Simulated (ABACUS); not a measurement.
The system is Ta.

```
Ta
1.0
    -1.71384    1.66380    1.60595
     1.69320   -1.68230    1.60382
     1.68622    1.65469   -1.62445
Ta
1
Cartesian
  0.0000 0.0000 0.0000
```

| Property | Result |
| --- | --- |
| Program | ABACUS 3.10.1 |
| Task | relaxation of cell and atoms |
| Functional | BLYP |
| Dispersion | D3(BJ) |
| Potentials or basis | PseudoDojo NC SR 0.4.1 PBE standard |
| Cutoff | 1361 eV |
| Density cutoff | 5442 eV |
| Basis | DZP LCAO (the cutoffs set its grid) |
| k mesh | 8 × 8 × 8 |
| Occupations | fermi-dirac, width 0.05 eV |
| Spin | no spin polarisation |

At the start: pressure -6.9 GPa; volume 18.00 Å³/atom.

Question: Where does the relaxation end?

Answer: Over 8 steps the energy falls by 28.3 meV/atom and the volume is 17.38 Å³/atom (-3.4 %); space group Im-3m (No. 229, to 0.05 Å).

The path:
| step | energy change (eV) | largest force (eV/Å) | pressure (GPa) | volume (Å³) |
| --- | --- | --- | --- | --- |
| 1 | 0.0000 | 0.0000 | -6.94 | 18.00 |
| 2 | -0.0200 | 0.0000 | -0.23 | 17.40 |
| 3 | -0.0252 | 0.0000 | 1.22 | 17.28 |
| 4 | -0.0279 | 0.0000 | 0.83 | 17.31 |
| 5 | -0.0282 | 0.0000 | 0.13 | 17.36 |
| 6 | -0.0283 | 0.0000 | -0.05 | 17.38 |
| 7 | -0.0283 | 0.0000 | -0.07 | 17.38 |
| 8 | -0.0283 | 0.0000 | -0.03 | 17.38 |

Final structure:
```yaml
crystal:
  lattice:
    - [-1.63147, 1.63170, 1.63177]
    - [1.63176, -1.63140, 1.63164]
    - [1.63158, 1.63139, -1.63149]
  atoms:
    - { symbol: Ta, position: [0.00000, 0.00000, 0.00000] }
```

Caveat: the atomic orbitals were generated for these runs and aren't a published set; the potentials were made for another functional, which shifts forces and pressure; the basis of atomic orbitals isn't converged, which shifts pressures, moduli and gaps; pairwise dispersion overbinds metals, which lowers pressure and volume.
